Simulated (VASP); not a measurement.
A run of VASP 6.6.1 is set up as follows.

POSCAR

```
HfO2                                    
1.0
    0.0000000000      2.5356599433      2.5356599433
    2.5356599433     -0.0000000000      2.5356599433
    2.5356599433      2.5356599433      0.0000000000
  Hf              O             
     1     2
Direct
     0.0000000000000000    0.0000000000000000    0.0000000000000000
     0.2500000000000000    0.2500000000000000    0.2500000000000000
     0.7500000000000000    0.7500000000000000    0.7500000000000000
```

Contents of INCAR.step1:

```
  ALGO = Normal
  EDIFF = 1E-7
  ENCUT = 520
  GGA = PE
  GGA_COMPAT = False
  ISIF = 2
  ISMEAR = 0
  KPAR = 4
  LASPH = True
  LCHARG = True
  LMAXMIX = 4
  LORBIT = 11
  LREAL = False
  LSORBIT = True
  LWAVE = False
  MAGMOM = 0 0 0 0 0 0 0 0 0
  NELM = 80
  PREC = Accurate
  SIGMA = 0.02
```

KPOINTS.step1

```
k-points
0
Gamma
  10 10 10
```

Contents of INCAR.step2:

```
  ALGO = Normal
  EDIFF = 1E-7
  ENCUT = 520
  GGA = PE
  GGA_COMPAT = False
  ICHARG = 11
  ISIF = 2
  ISMEAR = 0
  KPAR = 4
  LASPH = True
  LCHARG = False
  LMAXMIX = 4
  LORBIT = 11
  LREAL = False
  LSORBIT = True
  LWAVE = False
  MAGMOM = 0 0 0 0 0 0 0 0 0
  NELM = 80
  PREC = Accurate
  SIGMA = 0.05
```

KPOINTS.step2

```
path GXWKGLUWLK,UX
20
line-mode
reciprocal
 0.0000000000  0.0000000000  0.0000000000  G
 0.5000000000  0.0000000000  0.5000000000  X

 0.5000000000  0.0000000000  0.5000000000  X
 0.5000000000  0.2500000000  0.7500000000  W

 0.5000000000  0.2500000000  0.7500000000  W
 0.3750000000  0.3750000000  0.7500000000  K

 0.3750000000  0.3750000000  0.7500000000  K
 0.0000000000  0.0000000000  0.0000000000  G

 0.0000000000  0.0000000000  0.0000000000  G
 0.5000000000  0.5000000000  0.5000000000  L

 0.5000000000  0.5000000000  0.5000000000  L
 0.6250000000  0.2500000000  0.6250000000  U

 0.6250000000  0.2500000000  0.6250000000  U
 0.5000000000  0.2500000000  0.7500000000  W

 0.5000000000  0.2500000000  0.7500000000  W
 0.5000000000  0.5000000000  0.5000000000  L

 0.5000000000  0.5000000000  0.5000000000  L
 0.3750000000  0.3750000000  0.7500000000  K

 0.6250000000  0.2500000000  0.6250000000  U
 0.5000000000  0.0000000000  0.5000000000  X
```

Potentials or basis: VASP PAW PBE potentials, release 64 (Hf_pv, O).

Run with:

```bash
$ cat potpaw_PBE.64/Hf_pv/POTCAR potpaw_PBE.64/O/POTCAR > POTCAR
$ cp INCAR.step1 INCAR
$ cp KPOINTS.step1 KPOINTS
$ mpirun -np 4 vasp_ncl > vasp.out
$ cp INCAR.step2 INCAR
$ cp KPOINTS.step2 KPOINTS
$ mpirun -np 4 vasp_ncl > vasp.out
```

Question: Predict the net moment.

Answer: 0.00 μB per cell.

Moments on the atoms (μB; x, y, z):
```
Hf  0.00 0.00 0.00
O   0.00 0.00 0.00
O   0.00 0.00 0.00
```
